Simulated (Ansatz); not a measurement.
The system is PtS2.

```
Pt S
1.0
     3.54320    0.00000    0.00000
    -1.77160    3.06850    0.00000
     0.00000    0.00000    5.03880
Pt S
1 2
Direct
  0.00000 0.00000 0.00000
  0.66667 0.33333 0.77300
  0.33333 0.66667 0.22700
```

| Item | Value |
| --- | --- |
| Program | Ansatz 0.2.0 |
| Task | relaxation of cell and atoms |
| Functional | LDA |
| Potentials or basis | Ansatz PAW |
| Cutoff | 420 eV (not typed: the program's choice for these potentials) |
| k mesh | 9 × 9 × 5 |
| Occupations | fermi-dirac, width 0.05 eV |
| Spin | no spin polarisation |

At the start: volume 18.26 Å³/atom.

Task: How do energy, volume and symmetry change on relaxing?

Result: It ends after 7 steps and the volume is 16.60 Å³/atom (-9.1 %); space group P-3m1 (No. 164, to 0.05 Å).

The path:
```tsv
step	energy change (eV)	largest force (eV/Å)	volume (Å³)
1	0.0000	0.8050	54.78
2	-0.0654	0.1311	51.15
3	-0.0866	0.0897	51.16
4	-0.0941	0.0447	49.51
5	-0.0948	0.0102	49.96
6	-0.0949	0.0021	49.80
7	-0.0942	0.0021	49.80
```

Final structure:
```xyz
3
Lattice="3.5614 0.0000 0.0000 -1.7807 3.0843 0.0000 0.0000 0.0000 4.5336" Properties=species:S:1:pos:R:3 pbc="T T T"
Pt    0.0000    0.0000    0.0000
S     1.7807    1.0281    3.3457
S     0.0000    2.0562    1.1878
```

Caveat: the plane-wave basis is chosen anew once the cell has moved, so the energies of steps on either side of that aren't comparable; the PAW data sets come from PBE, with cores solved anew for the run's functional, which leaves a small shift of forces and pressure.
